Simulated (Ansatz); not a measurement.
# V in Ansatz: the effect of target pressure

The system is V.

```
V
1.0
    -1.51435    1.51435    1.51435
     1.51435   -1.51435    1.51435
     1.51435    1.51435   -1.51435
V
1
Direct
  0.00000 0.00000 0.00000
```

Alike in all runs:

| Property | Result |
| --- | --- |
| Program | Ansatz 0.2.0 |
| Task | relaxation of cell and atoms |
| Functional | PBEsol |
| Potentials or basis | Ansatz PAW |
| Cutoff | 420 eV (not typed: the program's choice for these potentials) |
| k mesh | 12 × 12 × 12 |
| Occupations | fermi-dirac, width 0.05 eV |
| Spin | collinear spin, ferromagnetic start |
| Starting moments | [2.0] μB |

Each run relaxes the cell or the atoms first.

```tsv
target pressure	relaxed volume (Å³/atom)
0 GPa	12.94
2 GPa	12.81
5 GPa	12.62
10 GPa	?
20 GPa	11.84
30 GPa	11.42
```

**Question.** What does the run with target pressure 10 GPa give?

**Answer.** Relaxed volume 12.34 Å³/atom.

Worked out: In Murnaghan's law V^(-B') rises as a straight line in P. The other rows fit best with B' = 3.5, V0 = 12.94 Å³/atom and B0 = 191 GPa, which gives 12.33 Å³/atom at 10 GPa, against the run's 12.34.

Caveats: the plane-wave basis is chosen anew once the cell has moved, so the energies of steps on either side of that aren't comparable; the PAW data sets come from PBE, with cores solved anew for the run's functional, which leaves a small shift of forces and pressure; the starting moments weren't kept; the volume moved by over 15 % at a fixed basis, so the end points are rough (some runs).
